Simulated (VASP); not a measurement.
# AlP (F-43m) in VASP: a series of runs, part 2 of 2

VASP 6.6.1.

## 3. Single point, PBE

This run uses another cell than the first one, of 20.87 Å³/atom, 1.031 times its volume.

The input, INCAR:

```
PREC     = Accurate       # precision mode
ENCUT    = 500            # plane-wave cutoff, eV
EDIFF    = 1E-6           # SCF threshold, eV
ISMEAR   = 0              # smearing method
SIGMA    = 0.02           # smearing width, eV
LREAL    = False          # projectors in reciprocal space
LASPH    = True           # aspherical terms in the spheres
NELM     = 120            # most SCF steps
ALGO     = Normal         # electronic algorithm
ISIF     = 2              # what is computed and relaxed
LWAVE    = False          # write WAVECAR
LCHARG   = False          # write CHGCAR
GGA      = PE             # functional
NBANDS   = 11             # bands
GGA_COMPAT= False
```

The input, KPOINTS:

```
regular mesh
0
Gamma
  8 8 8
```

The input, POSCAR:

```
AlP
1.0
    0.0000000000      2.7534005778      2.7534005778
    2.7534005778      0.0000000000      2.7534005778
    2.7534005778      2.7534005778      0.0000000000
Al P
1 1
Direct
    0.0000000000      0.0000000000      0.0000000000
    0.2500000000      0.2500000000      0.2500000000
```

Potentials or basis: VASP PAW PBE potentials, release 64 (Al, P).

Launch:

```sh
$ cat potpaw_PBE.64/Al/POTCAR potpaw_PBE.64/P/POTCAR > POTCAR
$ mpirun -np 1 vasp_std > vasp.out
```

OUTCAR:

```text
PREC = Accurate
   ENCUT = 500
   EDIFF = 1E-6
   ISMEAR = 0
   LREAL = False
   LASPH = True
   NELM = 120
   ISIF = 2
   GGA = PE

 ion  position               nearest neighbor table
   1  0.000  0.000  0.000-   2 2.38   2 2.38   2 2.38   2 2.38
   2  0.250  0.250  0.250-   1 2.38   1 2.38   1 2.38   1 2.38

  LATTYP: Found a face centered cubic cell.
 ALAT       =     5.5068011556

  Lattice vectors:

 A1 = (   0.0000000000,   2.7534005778,   2.7534005778)
 A2 = (   2.7534005778,   0.0000000000,   2.7534005778)
 A3 = (   2.7534005778,   2.7534005778,   0.0000000000)

Analysis of symmetry for initial positions (statically):
=====================================================================
 Subroutine PRICEL returns:
 Original cell was already a primitive cell.

 Routine SETGRP: Setting up the symmetry group for a
 face centered cubic supercell.

 Subroutine GETGRP returns: Found 24 space group operations
 (whereof 24 operations were pure point group operations)
 out of a pool of 48 trial point group operations.

The static configuration has the point symmetry T_d .
[... 170 lines left out ...]
      1      -7.0117      2.00000
      2       4.3486      2.00000
      3       4.3486      2.00000
      4       4.3486      2.00000
      5       7.4362      0.00000
      6       8.8742      0.00000
      7       8.8742      0.00000
      8       8.8742      0.00000
      9      13.1541      0.00000
     10      13.1541      0.00000
     11      14.4623      0.00000
[... 309 lines left out ...]
 k-point    24 :      -0.3750    0.2500    0.1250
  band No.  band energies     occupation
      1      -5.0938      2.00000
      2      -0.7259      2.00000
      3       1.8132      2.00000
      4       2.9051      2.00000
      5       8.2681      0.00000
      6       8.8458      0.00000
      7      11.1549      0.00000
      8      11.9699      0.00000
      9      13.2337      0.00000
     10      15.7046      0.00000
     11      16.9109      0.00000

 [... further k-points ...]

------------------------ aborting loop because EDIFF is reached ----------------------------------------

  FORCE on cell =-STRESS in cart. coord.  units (eV):
  Direction    XX          YY          ZZ          XY          YZ          ZX
  --------------------------------------------------------------------------------------
  -------------------------------------------------------------------------------------
  Total       -0.0125198     -0.0125198     -0.0125198      0.0000000      0.0000000     -0.0000000
  in kB       -0.4804730     -0.4804730     -0.4804730      0.0000000      0.0000000     -0.0000000
  external PRESSURE =      -0.4804730 kB  Pullay stress =       0.0000000 kB

 VOLUME and BASIS-vectors are now :
 -----------------------------------------------------------------------------
  energy-cutoff  :      500.00
  volume of cell :       41.75
      direct lattice vectors                 reciprocal lattice vectors
     0.000000000  2.753400578  2.753400578    -0.181593628  0.181593628  0.181593628
     2.753400578  0.000000000  2.753400578     0.181593628 -0.181593628  0.181593628
     2.753400578  2.753400578  0.000000000     0.181593628  0.181593628 -0.181593628

 POSITION                                       TOTAL-FORCE (eV/Angst)
 -----------------------------------------------------------------------------------
      0.00000      0.00000      0.00000        -0.000000      0.000000      0.000000
      1.37670      1.37670      1.37670         0.000000     -0.000000     -0.000000
 -----------------------------------------------------------------------------------
    total drift:                               -0.000000     -0.000000     -0.000000

  FREE ENERGIE OF THE ION-ELECTRON SYSTEM (eV)
  ---------------------------------------------------
  free  energy   TOTEN  =       -10.3767745901 eV

  energy  without entropy=      -10.3767745901  energy(sigma->0) =      -10.37677459
```

OSZICAR:

```text
N       E                     dE             d eps       ncg     rms          rms(c)
DAV:   1     0.109353231665E+02    0.10935E+02   -0.30171E+03   646   0.536E+02
DAV:   2    -0.976109973003E+01   -0.20696E+02   -0.19376E+02   823   0.853E+01
DAV:   3    -0.107094240930E+02   -0.94832E+00   -0.94650E+00   777   0.175E+01
DAV:   4    -0.107184003130E+02   -0.89762E-02   -0.89754E-02   772   0.216E+00
DAV:   5    -0.107185602459E+02   -0.15993E-03   -0.15993E-03   796   0.271E-01    0.441E+00
DAV:   6    -0.104161910827E+02    0.30237E+00   -0.62412E-01   722   0.291E+00    0.279E+00
DAV:   7    -0.103762140599E+02    0.39977E-01   -0.21123E-01   760   0.186E+00    0.142E+00
DAV:   8    -0.103766911147E+02   -0.47705E-03   -0.15031E-02   741   0.594E-01    0.242E-01
DAV:   9    -0.103766026066E+02    0.88508E-04   -0.74269E-04   757   0.148E-01    0.100E-01
DAV:  10    -0.103767686260E+02   -0.16602E-03   -0.24830E-04   725   0.820E-02    0.128E-02
DAV:  11    -0.103767737881E+02   -0.51621E-05   -0.25556E-05   790   0.229E-02    0.706E-03
DAV:  12    -0.103767745901E+02   -0.80200E-06   -0.15483E-06   744   0.706E-03
   1 F= -.10376775E+02 E0= -.10376775E+02  d E =-.124228E-18
```

stdout:

```text
POSCAR found type information on POSCAR AlP
 POSCAR found :  2 types and       2 ions
 scaLAPACK will be used
 LDA part: xc-table for (Slater+PW92), standard interpolation
 POSCAR, INCAR and KPOINTS ok, starting setup
 FFT: planning ... GRIDC
 FFT: planning ... GRID_SOFT
 FFT: planning ... GRID
 WAVECAR not read
 entering main loop
```

Run time: 15 s. Hardware: 1 thread of Intel Xeon 8259CL, shared host; peak memory 0.15 GiB.

What came out:

```yaml
Free_energy: -10.3768 eV
Pressure: 0.0 GPa
Band_gap_on_the_k_mesh: 1.63 eV, indirect (least direct gap 3.09 eV)
```

## 4. Comparison with measurements

Step 2. A measured gap of AlP is 2.505 eV (indirect; 4.2 K; a printed reference work, data compilation); the calculated 1.57 eV misses it by -0.94 eV. The value is that of PBE on a finite k mesh, which can miss the band edges, without temperature or zero-point motion. Semilocal functionals fall short of measured gaps as a rule.

Step 3. Measured gap of AlP: 2.505 eV (indirect; 4.2 K; a printed reference work, data compilation). This calculation gives 1.63 eV (-0.88 eV). The value is that of PBE on a finite k mesh, which can miss the band edges, without temperature or zero-point motion. Semilocal functionals fall short of measured gaps as a rule.
